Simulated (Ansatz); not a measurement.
Ionic part of the dielectric constant of AlP at 30 GPa, mode by mode

These are results of DFT PBEsol, scalar-relativistic, plane waves, PAW (Ansatz), not measurements. Plane waves to 420 eV; Γ-centred k mesh 10×10×10; fixed occupations. No spin polarisation. Phonons by linear response, acoustic sum rule imposed.

Symmetry: F-43m, No. 216, cubic system. Conventional cell: a = 5.082 Å, b = 5.082 Å, c = 5.082 Å, α = 90.00°, β = 90.00°, γ = 90.00°. Around Al (site symmetry -43m) lie 4 P at 2.20 Å. Around P (site symmetry -43m) lie 4 Al at 2.20 Å.

Other phases may be more stable at this pressure. The bands were filled as in an insulator; under compression the gap may have closed between mesh points.

The primitive cell has V = 32.81 Å³ and ε∞,zz = 8.432. Each polar mode adds Δε = (4.92064×10⁷/V)·S/ν² along z, with S its oscillator strength in e²/amu, ν in cm⁻¹ and V in Å³.

Problem. From these modes, find each Δε and ε0,zz.
```tsv
ν (cm⁻¹)	S_zz (e²/amu)
562.9	0.3085
```

Solution.
| ν (cm⁻¹) | Δε |
| --- | --- |
| 562.9 | 1.46 |

The sum is 1.460, so ε0,zz = 9.89; the run's tensor has 9.89.

Problem. Where do the longitudinal modes lie for a wave vector along z?

Solution. At 610 cm⁻¹. The Lyddane–Sachs–Teller product Π(ν_LO/ν_TO)² = 1.17 matches ε0/ε∞ = 1.17.

Cost: 1 run of about 0.6 core-minutes, on Arm Neoverse V1 (shared hosts).

The static dielectric response of zinc-blende AlP is mainly electronic: the lattice adds only 1.46 to an ε∞ of 8.432. This reflects the largely covalent, only moderately polar Al–P bond. The valence electrons polarise easily, whereas the two light atoms, held by stiff tetrahedral bonds, move little in a static field. Because the ionic term scales as the oscillator strength over the frequency squared, the high transverse frequency keeps it small despite an appreciable dynamical charge.

The same charge produces the macroscopic field that lifts the longitudinal mode to 610 cm⁻¹, and the strong electronic screening limits that shift. With a single polar mode, the Lyddane–Sachs–Teller agreement shows internal consistency and is no independent test of accuracy. A semilocal functional probably overestimates ε∞ somewhat, which would make the splitting slightly too small. Since AlP is known to adopt the six-coordinate NiAs-type structure well below this pressure, the values describe a compressed tetrahedral phase and not the material expected in an equilibrium experiment.
